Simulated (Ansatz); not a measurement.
Results of PBE (PAW; Ansatz, an electronic-structure program) for zinc-blende ZnTe.

A relaxed, unreconstructed slab of the (110) face has 16 atoms, two equal faces of 27.005 Å² each and an energy of -82398.6100 eV. A bulk cell of 4 atoms with the same orientation and in-plane k mesh has -20599.8520 eV. Energies are extrapolated to zero smearing.

Settings: plane-wave cutoff 500 eV, 6×6×1 k mesh (along the axes of the cell as run), gaussian smearing 0.02 eV, scalar-relativistic PAW data made under PBE.

Worked out: γ = (E_slab − N E_bulk per atom)/2A = [-82398.6100 − 16 × (-20599.8520/4)]/(2 × 27.005) = 0.0148 eV/Å². With 16.022 J/m² per eV/Å² this is 0.24 J/m², or 0.40 eV per surface cell and face.
